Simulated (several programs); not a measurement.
# What each method gives for LiNbO₃ (cubic perovskite)

LiNbO₃, cubic perovskite, relaxed with r2SCAN in Ansatz, was computed with several methods. It is cubic, Pm-3m (No. 221); conventional cell a = 3.933 Å, 12.17 Å³ an atom. Li is surrounded by 12 O at 2.78 Å; Nb is surrounded by 6 O at 1.97 Å; O is surrounded by 2 Nb at 1.97 Å and 4 Li at 2.78 Å. The cell comes from a prototype generator: it can be a known phase or a hypothetical one. Spin polarisation is off.

```cif
data_structure
_symmetry_space_group_name_H-M 'Pm-3m'
_symmetry_Int_Tables_number 221
_cell_length_a 3.9332
_cell_length_b 3.9332
_cell_length_c 3.9332
_cell_angle_alpha 90.000
_cell_angle_beta 90.000
_cell_angle_gamma 90.000
_cell_volume 60.85
loop_
_atom_site_label
_atom_site_type_symbol
_atom_site_symmetry_multiplicity
_atom_site_Wyckoff_symbol
_atom_site_fract_x
_atom_site_fract_y
_atom_site_fract_z
_atom_site_occupancy
Li1 Li 1 a 0.00000 0.00000 0.00000 1
Nb1 Nb 1 b 0.50000 0.50000 0.50000 1
O1 O 3 c 0.50000 0.50000 0.00000 1
```

Gaps and times are for a single point on this cell; volume and bulk modulus come from each method's own relaxation or energy curve at fixed shape. Times are rough, from shared hosts (AMD EPYC 7R13 Processor; Arm Neoverse V2; NVIDIA H100 80GB HBM3), and each method has its own mesh and cell size. Gaps from k meshes are read at a limited set of points (mesh, symmetry points, PBE's band edges), so each method's own least gap may be somewhat smaller. Minimal bases can be far off for gaps. Times of the plane-wave rungs are withheld (a dash), since they come from other jobs, hosts and meshes; the meshes of hybrids and Hartree-Fock don't converge their gaps to the digits shown. GLLB-SC's gap includes the derivative discontinuity. d marks a direct gap, i an indirect one (no mark: not told apart), a dash a value that wasn't computed or didn't pass its checks.

| method | kind | gap (eV) | own volume (Å³/atom) | bulk modulus (GPa) | atoms computed | processor time |
| --- | --- | --- | --- | --- | --- | --- |
| PBEsol | semilocal | – | 12.10 | – | 5 | – |
| light PBE (260 eV, its own mesh) | light plane-wave | 1.37 i | – | – | 5 | 0.66 s |
| PBE | semilocal | 1.74 i | 12.38 | 184 | 5 | – |
| LDA | semilocal | 1.65 i | 11.87 | – | 5 | – |
| r2SCAN | semilocal | 2.13 i | 12.17 | 200 | 5 | – |
| GLLB-SC (GPAW) | model potential | 3.79 | – | – | 5 | 8.6 s |
| PBE/SZV (CP2K) | small basis | 0.75 i | 12.82 | 183 | 5 | 12 s |
| PBE+SOC | semilocal | 1.69 i | – | – | 5 | – |
| LC-ωPBE | hybrid | 8.26 i | – | – | 5 | – |
| PBE0 | hybrid | 3.74 i | – | – | 5 | – |
| PBE/DZVP (CP2K) | small basis | 1.61 i | 12.41 | 188 | 5 | 38 s |
| HSE06 | hybrid | 3.00 i | – | – | 5 | – |
| DDH-PBE0 | hybrid | 3.03 i | – | – | 5 | – |

Against HSE06 (3.00 eV) the nearest gap at the points sampled is that of DDH-PBE0 (+0.03 eV) and the farthest that of LC-ωPBE (+5.27 eV). HSE06 is only a yardstick of convenience, and nearness to it can be luck.

Volumes against r2SCAN's: PBEsol -0.5 %, PBE +1.8 %, LDA -2.5 %, PBE/SZV (CP2K) +5.3 %, PBE/DZVP (CP2K) +1.9 %.

Only the rows marked +SOC include spin-orbit coupling.
